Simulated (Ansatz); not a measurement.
Input of an Ansatz 0.2.0 run:

Contents of input.yaml:

```yaml
crystal:
  lattice:
    - [0.0, 2.9305, 2.9305]
    - [2.9305, 0.0, 2.9305]
    - [2.9305, 2.9305, 0.0]
  atoms:
    - { symbol: In, position: [0.0, 0.0, 0.0] }
    - { symbol: P, position: [0.75, 0.75, 0.75] }
hamiltonian:
  xc: rpbe
  pseudopotentials: { kind: paw }
kpoints:
  mp_grid: { grid: [8, 8, 8] }
  band_path:
    path:
      - [[0.0, 0.0, 0.0], [0.5, 0.0, 0.5], [0.5, 0.25, 0.75], [0.375, 0.375, 0.75], [0.0, 0.0, 0.0], [0.5, 0.5, 0.5], [0.625, 0.25, 0.625], [0.5, 0.25, 0.75], [0.5, 0.5, 0.5], [0.375, 0.375, 0.75]]
      - [[0.625, 0.25, 0.625], [0.5, 0.0, 0.5]]
    npoints: 14
scf:
  occupations: { method: fermi_dirac, width: 0.05 }
  n_extra_bands: 6
output:
  forces: true
  stress: true
  eigenvalues: true
  fatbands: false
```

Potentials or basis: Ansatz PAW.

Command:

```bash
$ ansatz run input.yaml --threads 2 --pin off --max-ram 5632MiB --backend cpu --events-out ev --progress --plain --runs-dir out
```

Predict the pressure.

5.2 GPa.

Estimate the band gap along the path.

0.85 eV, direct.

Estimate the band gap on the k mesh.

0.85 eV, direct.

Levels at the corners of the path, in eV from the valence-band top:
| point | band 5 | band 6 | band 7 | band 8 | band 9 | band 10 | band 11 | band 12 | band 13 | band 14 |
| --- | --- | --- | --- | --- | --- | --- | --- | --- | --- | --- |
| Γ | -14.05 | -11.49 | 0.00 | 0.00 | 0.00 | 0.85 | 4.14 | 4.14 | 4.14 | 8.81 |
| X | -14.02 | -9.12 | -5.70 | -2.30 | -2.30 | 1.89 | 2.36 | 9.36 | 9.66 | 9.66 |
| W | -14.04 | -9.05 | -5.55 | -2.92 | -2.87 | 4.38 | 4.42 | 5.66 | 6.32 | 10.30 |
| K | -14.03 | -9.13 | -5.56 | -3.26 | -1.92 | 2.47 | 4.46 | 7.55 | 7.65 | 8.38 |
| Γ | -14.05 | -11.49 | 0.00 | 0.00 | 0.00 | 0.85 | 4.14 | 4.14 | 4.14 | 8.81 |
| L | -14.04 | -9.77 | -5.68 | -0.96 | -0.96 | 1.61 | 4.86 | 4.86 | 7.28 | 9.66 |
| U | -14.03 | -9.13 | -5.56 | -3.26 | -1.92 | 2.47 | 4.46 | 7.55 | 7.65 | 8.38 |
| W | -14.04 | -9.05 | -5.55 | -2.92 | -2.87 | 4.38 | 4.42 | 5.66 | 6.32 | 10.30 |
| L | -14.04 | -9.77 | -5.68 | -0.96 | -0.96 | 1.61 | 4.86 | 4.86 | 7.28 | 9.66 |
| K | -14.03 | -9.13 | -5.56 | -3.26 | -1.92 | 2.47 | 4.46 | 7.55 | 7.65 | 8.38 |
| U | -14.03 | -9.13 | -5.56 | -3.26 | -1.92 | 2.47 | 4.46 | 7.55 | 7.65 | 8.38 |
| X | -14.02 | -9.12 | -5.70 | -2.30 | -2.30 | 1.89 | 2.36 | 9.36 | 9.66 | 9.66 |

Caveat: spin-orbit coupling is left out, which moves the levels of the heavy elements; the PAW data sets come from PBE, with cores solved anew for the run's functional, which leaves a small shift of forces and pressure.

**The experiment to reproduce.**

From a printed reference work, data compilation, for a bulk crystal of InP at 1.6 K: band gap 1.4236 eV (direct).

A measured gap of InP is 1.4236 eV (direct; 1.6 K; a printed reference work, data compilation); the calculated 0.85 eV misses it by -0.57 eV. Spin-orbit coupling on In is left out. The value is that of RPBE, without temperature or zero-point motion. Semilocal functionals fall short of measured gaps as a rule.
